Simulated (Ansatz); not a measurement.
TiO2:

```
Ti O
1.0
     1.49733    0.86448    6.98154
    -1.49733    0.86448    6.98154
     0.00000   -1.72897    6.98154
Ti O
1 2
Direct
  0.00000 0.00000 0.00000
  0.37953 0.37953 0.37953
  0.62047 0.62047 0.62047
```

Measurements of this composition are mostly on another form, of space group No. 141.

Program: Ansatz 0.2.0. Alike in all runs: task single point; level HSE06 form with a typed share of exact exchange; potentials or basis Ansatz PAW; no spin polarisation; cell as given; k mesh 5 × 5 × 5; cutoff (eV) 420; smearing fermi-dirac 0.05 eV; the mesh is coarse, so values aren't converged.

Question: Order these runs on this cell by their band gap on the k mesh, lowest first.
A. screening (1/Å) 0.2
B. screening (1/Å) 0.1
C. screening (1/Å) 0.15
D. screening (1/Å) 0.3

Answer: D (4.08 eV), A (4.37 eV), C (4.53 eV), B (4.71 eV).

Caveats: all runs use coarse meshes; odd divisions of the mesh miss points on the zone boundary, where band edges often lie, so the gap on the mesh can be too wide.

A k mesh can miss the band edges.
